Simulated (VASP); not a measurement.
# GaSb (F-43m) in VASP: further runs

GaSb is run at these levels: PBE, r2SCAN; tasks: single point.

All numbers are computed with VASP 6.6.1; they aren't measurements. Logs are shortened: lines on timing, memory, paths and dates and some standing lists are left out, and cuts for length are marked.

**Experimental background.**

From a printed reference work, data compilation, for a bulk crystal of GaSb at 4.2 K: band gap 0.811 eV (direct).

How close the calculation comes is told below.

## 1. The cell of the first run

Symmetry: F-43m, No. 216, cubic system. The conventional cell has a = 6.132 Å, b = 6.132 Å, c = 6.132 Å, α = 90.00°, β = 90.00°, γ = 90.00°. Ga (site symmetry -43m) has 4 Sb at 2.66 Å within 3.5 Å. Sb (site symmetry -43m) has 4 Ga at 2.66 Å within 3.5 Å.

## 2. Single point, PBE

The input, INCAR:

```
SYSTEM = GaSb
ALGO = Normal ; EDIFF = 1E-6
ENCUT = 500 ; GGA = PE
GGA_COMPAT = .FALSE. ; ISIF = 2
ISMEAR = -1 ; LASPH = .TRUE.
LCHARG = .FALSE. ; LREAL = .FALSE.
LWAVE = .FALSE. ; NBANDS = 16
NELM = 120 ; PREC = Accurate
SIGMA = 0.02
```

The input, KPOINTS:

```
k-points
0
G
  6 6 6
  0 0 0
```

The input, POSCAR:

```
GaSb
1.0
    0.0000000000      3.0658848223      3.0658848223
    3.0658848223      0.0000000000      3.0658848223
    3.0658848223      3.0658848223      0.0000000000
Ga Sb
1 1
Direct
    0.0000000000      0.0000000000      0.0000000000
    0.2500000000      0.2500000000      0.2500000000
```

Potentials or basis: VASP PAW PBE potentials, release 64 (Ga_d, Sb).

Launch:

```bash
$ cat potpaw_PBE.64/Ga_d/POTCAR potpaw_PBE.64/Sb/POTCAR > POTCAR
$ mpirun -np 1 vasp_std > vasp.out
```

OUTCAR:

```text
SYSTEM = GaSb
   EDIFF = 1E-6
   ENCUT = 500
   GGA = PE
   ISIF = 2
   ISMEAR = -1
   LASPH = .TRUE.
   LREAL = .FALSE.
   NELM = 120
   PREC = Accurate

 ion  position               nearest neighbor table
   1  0.000  0.000  0.000-   2 2.66   2 2.66   2 2.66   2 2.66
   2  0.250  0.250  0.250-   1 2.66   1 2.66   1 2.66   1 2.66

  LATTYP: Found a face centered cubic cell.
 ALAT       =     6.1317696446

  Lattice vectors:

 A1 = (   0.0000000000,   3.0658848223,   3.0658848223)
 A2 = (   3.0658848223,   0.0000000000,   3.0658848223)
 A3 = (   3.0658848223,   3.0658848223,   0.0000000000)

Analysis of symmetry for initial positions (statically):
=====================================================================
 Subroutine PRICEL returns:
 Original cell was already a primitive cell.

 Routine SETGRP: Setting up the symmetry group for a
 face centered cubic supercell.

 Subroutine GETGRP returns: Found 24 space group operations
 (whereof 24 operations were pure point group operations)
 out of a pool of 48 trial point group operations.

The static configuration has the point symmetry T_d .

Analysis of symmetry for dynamics (positions and initial velocities):
=====================================================================
 Subroutine PRICEL returns:
 Original cell was already a primitive cell.

 Routine SETGRP: Setting up the symmetry group for a
 face centered cubic supercell.

 Subroutine GETGRP returns: Found 24 space group operations
 (whereof 24 operations were pure point group operations)
 out of a pool of 48 trial point group operations.

The dynamic configuration has the point symmetry T_d .

 Subroutine INISYM returns: Found 24 space group operations
 (whereof 24 operations are pure point group operations),
 and found     1 'primitive' translations

----------------------------------------------------------------------------------------

                                     Primitive cell

  volume of cell :      57.6365

  direct lattice vectors                    reciprocal lattice vectors
     0.000000000  3.065884822  3.065884822    -0.163085057  0.163085057  0.163085057
     3.065884822  0.000000000  3.065884822     0.163085057 -0.163085057  0.163085057
     3.065884822  3.065884822  0.000000000     0.163085057  0.163085057 -0.163085057

  length of vectors
     4.335815896  4.335815896  4.335815896     0.282471604  0.282471604  0.282471604

  position of ions in fractional coordinates (direct lattice)
[... 68 lines left out ...]
   ENCUT  =  500.0 eV  36.75 Ry    6.06 a.u.   7.91  7.91  7.91*2*pi/ulx,y,z
   NELM   =    120;   NELMIN=  2; NELMDL= -5     # of ELM steps
   EDIFF  = 0.1E-05   stopping-criterion for ELM
   LREAL  =      F    real-space projection
   EDIFFG = 0.1E-04   stopping-criterion for IOM
   NSW    =      0    number of steps for IOM
   IBRION =     -1    ionic relax: 0-MD 1-quasi-New 2-CG
   NFREE  =      0    steps in history (QN), initial steepest desc. (CG)
   ISIF   =      2    stress and relaxation
   ISYM   =      2    0-nonsym 1-usesym 2-fastsym
   POTIM  = 0.5000    time-step for ionic-motion
   TEBEG  =    0.0;   TEEND  =   0.0 temperature during run
   PSTRESS=    0.0 pullay stress
   NELECT =      18.0000    total number of electrons
   NUPDOWN=      -1.0000    fix difference up-down
   EMIN   =  10.00;   EMAX   =-10.00  energy-range for DOS
   EFERMI =   0.00;   METHOD = LEGACY
   ISMEAR =    -1;   SIGMA  =   0.02  broadening in eV -4-tet -1-fermi 0-gaus
   EFERMI_NEDOS =   21; number of points for ismear=-14 and -15
   IALGO  =     38    algorithm
   IMIX   =      4    mixing-type and parameters
     AMIX     =   0.40;   BMIX     =  1.00
     AMIX_MAG =   1.60;   BMIX_MAG =  1.00
  volume/ion in A,a.u.               =      28.82       194.48
  Fermi-wavevector in a.u.,A,eV,Ry     =   1.110708  2.098933 16.785125  1.233672
  Thomas-Fermi vector in A             =   2.247263
   LORBIT       =      0    0 simple, 1 ext, 2 COOP (PROOUT), +10 PAW based schemes
   GGA     = PE    functional components
   LHFCALC =     F    Hartree Fock is set to
   AEXX    =    0.0000 exact exchange contribution
   IVDW    =     0    specifies the selected vdW correction
   LEPSILON=     F    determine dielectric tensor
   LRPA    =     F    only Hartree local field effects (RPA)
 non-spin polarized calculation
  energy-cutoff  :      500.00
  volume of cell :       57.64
 maximum number of plane-waves:      1484
   NGX = 15   NGY = 15   NGZ = 15

 number of electron      17.9999989 magnetization

 Free energy of the ion-electron system (eV)
  ---------------------------------------------------
  ext. energy  EPLUGINS =         0.00000000
  ---------------------------------------------------
  free energy    TOTEN  =        -7.32670661 eV

  energy without entropy =       -7.32629456  energy(sigma->0) =       -7.32650059

 E-fermi :   4.8283     XC(G=0):  -9.0542

 val. band max:        4.8090449481   @ k =   0.0000   0.0000   0.0000
 cond. band min:       5.1966322353   @ k =   0.5000   0.0000   0.0000
 fundamental gap:      0.3875872872
 Fermi energy:         4.8282595053

 k-point     1 :       0.0000    0.0000    0.0000
  band No.  band energies     occupation
      1     -10.2177      2.00000
      2     -10.2177      2.00000
      3     -10.2177      2.00000
      4     -10.1692      2.00000
      5     -10.1692      2.00000
      6      -6.6208      2.00000
[... 281 lines left out ...]
      3     -10.1950      2.00000
      4     -10.1768      2.00000
      5     -10.1675      2.00000
      6      -4.1591      2.00000
[... 8 lines left out ...]
     15      14.8013      0.00000
     16      16.1367      0.00000

------------------------ aborting loop because EDIFF is reached ----------------------------------------

  FORCE on cell =-STRESS in cart. coord.  units (eV):
  Direction    XX          YY          ZZ          XY          YZ          ZX
  --------------------------------------------------------------------------------------
  -------------------------------------------------------------------------------------
  Total        0.7672813      0.7672813      0.7672813      0.0000000      0.0000000      0.0000000
  in kB       21.3288629     21.3288629     21.3288629      0.0000000      0.0000000      0.0000000
  external PRESSURE =      21.3288629 kB  Pullay stress =       0.0000000 kB

 VOLUME and BASIS-vectors are now :
 -----------------------------------------------------------------------------
  energy-cutoff  :      500.00
  volume of cell :       57.64
      direct lattice vectors                 reciprocal lattice vectors
     0.000000000  3.065884822  3.065884822    -0.163085057  0.163085057  0.163085057
     3.065884822  0.000000000  3.065884822     0.163085057 -0.163085057  0.163085057
     3.065884822  3.065884822  0.000000000     0.163085057  0.163085057 -0.163085057

 POSITION                                       TOTAL-FORCE (eV/Angst)
 -----------------------------------------------------------------------------------
      0.00000      0.00000      0.00000        -0.000000     -0.000000     -0.000000
      1.53294      1.53294      1.53294         0.000000      0.000000      0.000000
 -----------------------------------------------------------------------------------
    total drift:                                0.000000      0.000000      0.000000

  FREE ENERGIE OF THE ION-ELECTRON SYSTEM (eV)
  ---------------------------------------------------
  free  energy   TOTEN  =        -7.3267066149 eV

  energy  without entropy=       -7.3262945594  energy(sigma->0) =       -7.32650059
```

OSZICAR:

```text
N       E                     dE             d eps       ncg     rms          rms(c)
DAV:   1     0.828827219372E+02    0.82883E+02   -0.86578E+03   520   0.138E+03
DAV:   2    -0.111943451740E+01   -0.84002E+02   -0.81275E+02   624   0.292E+02
DAV:   3    -0.727007031444E+01   -0.61506E+01   -0.61382E+01   576   0.635E+01
DAV:   4    -0.737972556068E+01   -0.10966E+00   -0.10964E+00   632   0.953E+00
DAV:   5    -0.738226295813E+01   -0.25374E-02   -0.25373E-02   656   0.132E+00    0.317E+00
DAV:   6    -0.733801870755E+01    0.44244E-01   -0.63997E-02   720   0.391E+00    0.189E+00
DAV:   7    -0.732507027835E+01    0.12948E-01   -0.39662E-02   592   0.154E+00    0.365E-01
DAV:   8    -0.732613936110E+01   -0.10691E-02   -0.44089E-03   672   0.736E-01    0.860E-02
DAV:   9    -0.732663837831E+01   -0.49902E-03   -0.65279E-04   584   0.200E-01    0.311E-02
DAV:  10    -0.732668774672E+01   -0.49368E-04   -0.49191E-05   656   0.414E-02    0.854E-03
DAV:  11    -0.732670583009E+01   -0.18083E-04   -0.24780E-05   560   0.344E-02    0.650E-03
DAV:  12    -0.732670684409E+01   -0.10140E-05   -0.18121E-06   664   0.906E-03    0.119E-03
DAV:  13    -0.732670661487E+01    0.22922E-06   -0.60976E-08   360   0.253E-03
   1 F= -.73267066E+01 E0= -.73265006E+01  d E =-.412055E-03
```

Wall time 41 s (1 thread of Intel Xeon 8259CL, shared host); peak memory 0.15 GiB.

Results:

| Item | Value |
| --- | --- |
| Free energy | -7.3267 eV |
| Pressure | 2.1 GPa |
| Band gap on the k mesh | zero (filled and empty bands touch) |

Caveat: semilocal functionals underestimate gaps, and a narrow one can read as zero; spin-orbit coupling is left out, which moves the levels of the heavy elements.

## 3. Single point, PBE

The input, INCAR:

```
  PREC = Accurate
  ENCUT = 500
  EDIFF = 1E-6
  ISMEAR = -1
  SIGMA = 0.02
  LREAL = F
  LASPH = T
  NELM = 120
  ALGO = Normal
  ISIF = 2
  LWAVE = F
  LCHARG = F
  GGA = PE
  NBANDS = 16
  GGA_COMPAT = F
```

The input, KPOINTS:

```
regular mesh
0
Gamma
  6 6 6
```

POSCAR is that of step 2.

Potentials or basis: VASP PAW PBE potentials, release 64 (Ga_d, Sb).

Launch:

```bash
$ cat potpaw_PBE.64/Ga_d/POTCAR potpaw_PBE.64/Sb/POTCAR > POTCAR
$ mpirun -np 1 vasp_std > vasp.out
```

Run time: 33 s. Hardware: 1 thread of Intel Xeon 8259CL, shared host; peak memory 0.15 GiB.

The run converged. Its results:

```
Free energy            : -7.3267 eV
Pressure               : 2.1 GPa
Band gap on the k mesh : zero (filled and empty bands touch)
```

Levels at points of the mesh, in eV from the Fermi level:
```csv
k point,band 7,band 8,band 9,band 10,band 11,band 12
"(0.00, 0.00, 0.00)",-0.03,-0.02,-0.02,-0.02,2.75,2.75
"(0.50, 0.00, 0.00)",-6.35,-1.16,-1.16,0.37,3.72,3.72
"(0.50, 0.50, 0.00)",-6.80,-2.57,-2.57,0.89,1.24,8.62
```

Caveat: semilocal functionals underestimate gaps, and a narrow one can read as zero; spin-orbit coupling is left out, which moves the levels of the heavy elements.

## 4. Single point, r2SCAN

POSCAR is that of step 3.

The input, INCAR.step1:

```
SYSTEM = GaSb
PREC     = Accurate       ! precision mode
ENCUT    = 550            ! plane-wave cutoff, eV
ISMEAR   = -1             ! smearing method
SIGMA    = 0.02           ! smearing width, eV
LREAL    = .False.        ! projectors in reciprocal space
LASPH    = .True.         ! aspherical terms in the spheres
NELM     = 120            ! most SCF steps
NBANDS   = 16             ! bands
GGA      = PE             ! functional
ALGO     = Normal         ! electronic algorithm
EDIFF    = 1E-5           ! SCF threshold, eV
LWAVE    = .True.         ! write WAVECAR
LCHARG   = .False.        ! write CHGCAR
GGA_COMPAT= .False.
```

The input, INCAR.step2:

```
SYSTEM = GaSb
PREC     = Accurate       ! precision mode
ENCUT    = 550            ! plane-wave cutoff, eV
EDIFF    = 1E-6           ! SCF threshold, eV
ISMEAR   = -1             ! smearing method
SIGMA    = 0.02           ! smearing width, eV
LREAL    = .False.        ! projectors in reciprocal space
LASPH    = .True.         ! aspherical terms in the spheres
NELM     = 120            ! most SCF steps
ALGO     = Normal         ! electronic algorithm
ISIF     = 2              ! what is computed and relaxed
LWAVE    = .False.        ! write WAVECAR
LCHARG   = .False.        ! write CHGCAR
METAGGA  = R2SCAN         ! meta-GGA
LMIXTAU  = .True.       
NBANDS   = 16             ! bands
ISTART   = 1            
GGA_COMPAT= .False.
```

The input, KPOINTS:

```
Automatic mesh
0
Gamma
  6 6 6
  0 0 0
```

Potentials or basis: VASP PAW PBE potentials, release 64 (Ga_d, Sb).

Launch:

```bash
$ cat potpaw_PBE.64/Ga_d/POTCAR potpaw_PBE.64/Sb/POTCAR > POTCAR
$ cp INCAR.step1 INCAR
$ mpirun -np 1 vasp_std > vasp.out
$ cp INCAR.step2 INCAR
$ mpirun -np 1 vasp_std > vasp.out
```

OUTCAR:

```text
SYSTEM = GaSb
   PREC = Accurate
   ENCUT = 550
   EDIFF = 1E-6
   ISMEAR = -1
   LREAL = .False.
   LASPH = .True.
   NELM = 120
   ISIF = 2
   METAGGA = R2SCAN
   ISTART = 1

 ion  position               nearest neighbor table
   1  0.000  0.000  0.000-   2 2.66   2 2.66   2 2.66   2 2.66
   2  0.250  0.250  0.250-   1 2.66   1 2.66   1 2.66   1 2.66

  LATTYP: Found a face centered cubic cell.
 ALAT       =     6.1317696446

  Lattice vectors:

 A1 = (   0.0000000000,   3.0658848223,   3.0658848223)
 A2 = (   3.0658848223,   0.0000000000,   3.0658848223)
 A3 = (   3.0658848223,   3.0658848223,   0.0000000000)

Analysis of symmetry for initial positions (statically):
=====================================================================
 Subroutine PRICEL returns:
 Original cell was already a primitive cell.

 Routine SETGRP: Setting up the symmetry group for a
 face centered cubic supercell.

 Subroutine GETGRP returns: Found 24 space group operations
 (whereof 24 operations were pure point group operations)
 out of a pool of 48 trial point group operations.

The static configuration has the point symmetry T_d .

Analysis of symmetry for dynamics (positions and initial velocities):
=====================================================================
 Subroutine PRICEL returns:
 Original cell was already a primitive cell.

 Routine SETGRP: Setting up the symmetry group for a
 face centered cubic supercell.

 Subroutine GETGRP returns: Found 24 space group operations
 (whereof 24 operations were pure point group operations)
 out of a pool of 48 trial point group operations.

The dynamic configuration has the point symmetry T_d .

 Subroutine INISYM returns: Found 24 space group operations
 (whereof 24 operations are pure point group operations),
 and found     1 'primitive' translations

----------------------------------------------------------------------------------------

                                     Primitive cell

  volume of cell :      57.6365
[... 99 lines left out ...]
     AMIX     =   0.40;   BMIX     =  1.00
     AMIX_MAG =   1.60;   BMIX_MAG =  1.00
  volume/ion in A,a.u.               =      28.82       194.48
  Fermi-wavevector in a.u.,A,eV,Ry     =   1.110708  2.098933 16.785125  1.233672
  Thomas-Fermi vector in A             =   2.247263
   LORBIT       =      0    0 simple, 1 ext, 2 COOP (PROOUT), +10 PAW based schemes
   METAGGA = R2SCAN    functional components
   LHFCALC =     F    Hartree Fock is set to
   AEXX    =    0.0000 exact exchange contribution
   IVDW    =     0    specifies the selected vdW correction
   LEPSILON=     F    determine dielectric tensor
   LRPA    =     F    only Hartree local field effects (RPA)
 non-spin polarized calculation
  energy-cutoff  :      550.00
  volume of cell :       57.64
 maximum number of plane-waves:      1711
 NGX is ok and might be reduce to    36
   NGX = 17   NGY = 17   NGZ = 17

 number of electron      18.0000004 magnetization

 Free energy of the ion-electron system (eV)
  ---------------------------------------------------
  ext. energy  EPLUGINS =         0.00000000
  ---------------------------------------------------
  free energy    TOTEN  =       -37.57912209 eV

  energy without entropy =      -37.57912175  energy(sigma->0) =      -37.57912192

 E-fermi :   4.8313     XC(G=0):  -9.6867

 val. band max:        4.6215327015   @ k =   0.0000   0.0000   0.0000
 cond. band min:       5.0191364862   @ k =   0.0000   0.0000   0.0000
 fundamental gap:      0.3976037847
 Fermi energy:         4.8313202025

 k-point     1 :       0.0000    0.0000    0.0000
  band No.  band energies     occupation
      1     -10.8724      2.00000
      2     -10.8724      2.00000
      3     -10.8724      2.00000
      4     -10.8169      2.00000
      5     -10.8169      2.00000
      6      -7.2609      2.00000
[... 281 lines left out ...]
      3     -10.8476      2.00000
      4     -10.8251      2.00000
      5     -10.8149      2.00000
      6      -4.6425      2.00000
[... 8 lines left out ...]
     15      15.1632      0.00000
     16      16.5798      0.00000

------------------------ aborting loop because EDIFF is reached ----------------------------------------

  FORCE on cell =-STRESS in cart. coord.  units (eV):
  Direction    XX          YY          ZZ          XY          YZ          ZX
  --------------------------------------------------------------------------------------
  -------------------------------------------------------------------------------------
  Total        0.0227515      0.0227515      0.0227515     -0.0000000      0.0000000     -0.0000000
  in kB        0.6324465      0.6324465      0.6324465     -0.0000000      0.0000000     -0.0000000
  external PRESSURE =       0.6324465 kB  Pullay stress =       0.0000000 kB

 VOLUME and BASIS-vectors are now :
 -----------------------------------------------------------------------------
  energy-cutoff  :      550.00
  volume of cell :       57.64
      direct lattice vectors                 reciprocal lattice vectors
     0.000000000  3.065884822  3.065884822    -0.163085057  0.163085057  0.163085057
     3.065884822  0.000000000  3.065884822     0.163085057 -0.163085057  0.163085057
     3.065884822  3.065884822  0.000000000     0.163085057  0.163085057 -0.163085057

 POSITION                                       TOTAL-FORCE (eV/Angst)
 -----------------------------------------------------------------------------------
      0.00000      0.00000      0.00000         0.000000     -0.000000      0.000000
      1.53294      1.53294      1.53294        -0.000000      0.000000     -0.000000
 -----------------------------------------------------------------------------------
    total drift:                                0.000000      0.000000      0.000000

  FREE ENERGIE OF THE ION-ELECTRON SYSTEM (eV)
  ---------------------------------------------------
  free  energy   TOTEN  =       -37.5791220862 eV

  energy  without entropy=      -37.5791217479  energy(sigma->0) =      -37.57912192
```

OSZICAR.step1:

```text
N       E                     dE             d eps       ncg     rms          rms(c)
DAV:   1     0.828999120667E+02    0.82900E+02   -0.87942E+03   512   0.139E+03
DAV:   2    -0.105124009892E+01   -0.83951E+02   -0.81023E+02   624   0.301E+02
DAV:   3    -0.726431110470E+01   -0.62131E+01   -0.61999E+01   584   0.651E+01
DAV:   4    -0.737962570959E+01   -0.11531E+00   -0.11528E+00   672   0.993E+00
DAV:   5    -0.738228143535E+01   -0.26557E-02   -0.26557E-02   656   0.133E+00    0.317E+00
DAV:   6    -0.733807106497E+01    0.44210E-01   -0.64483E-02   768   0.393E+00    0.190E+00
DAV:   7    -0.732507136912E+01    0.13000E-01   -0.38608E-02   568   0.154E+00    0.360E-01
DAV:   8    -0.732614810702E+01   -0.10767E-02   -0.43948E-03   696   0.734E-01    0.850E-02
DAV:   9    -0.732666534513E+01   -0.51724E-03   -0.69647E-04   592   0.200E-01    0.333E-02
DAV:  10    -0.732669652553E+01   -0.31180E-04   -0.36806E-05   632   0.384E-02    0.934E-03
DAV:  11    -0.732671963578E+01   -0.23110E-04   -0.32006E-05   592   0.374E-02    0.613E-03
DAV:  12    -0.732672039411E+01   -0.75833E-06   -0.13161E-06   512   0.903E-03
   1 F= -.73267204E+01 E0= -.73265144E+01  d E =-.412067E-03
```

Wall time 3.5 min (1 thread of Intel Xeon 8259CL, shared host); peak memory 0.18 GiB.

Results:

```yaml
Free_energy: -37.5791 eV
Pressure: 0.1 GPa
Band_gap_on_the_k_mesh: 0.40 eV
```

Caveat: semilocal functionals underestimate gaps, and a narrow one can read as zero; the PAW data sets were made with another functional, which shifts forces and pressure a little; spin-orbit coupling is left out, which moves the levels of the heavy elements.

## 5. How close it comes

Step 4. Against the measured gap of GaSb, 0.811 eV (direct; 4.2 K; a printed reference work, data compilation), the calculated 0.40 eV is off by -0.41 eV. Spin-orbit coupling on Ga, Sb is left out. The value is that of r2SCAN on a finite k mesh, which can miss the band edges, without temperature or zero-point motion.

The gap in the log of VASP goes by the Fermi energy; the results here count the filled bands.